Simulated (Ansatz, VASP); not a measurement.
Two plane-wave programs on Mo

```xyz
1
Lattice="2.5703 0.0000 0.0000 0.0000 2.5703 0.0000 0.0000 0.0000 2.5703" Properties=species:S:1:pos:R:3 pbc="T T T"
Mo    0.0000    0.0000    0.0000
```

Alike in both runs: task single point; functional BLYP; k mesh 13 × 13 × 13; occupations fermi-dirac, width 0.1 eV; no spin polarisation.

|  | VASP | Ansatz |
| --- | --- | --- |
| version | VASP 6.6.1 | Ansatz 0.2.0 |
| potentials or method | VASP PAW PBE potentials, release 64 (Mo_sv) | plane waves (420 eV) with PAW, scalar-relativistic |
| plane-wave cutoff (eV) | 520 | 420 |
| valence electrons in the cell | 14 | 14 |

Ansatz gave:

```
pressure (GPa) : 16.1
```

Estimate VASP's values.

pressure (GPa): 17.0.

With one functional, cell and mesh, what is left measures potentials, basis and numerics.

Caveats: so large a pressure means that the cell lies far from this level's equilibrium, or that cutoff or potentials fall short (VASP); the potentials were made for another functional, which shifts forces and pressure (VASP).
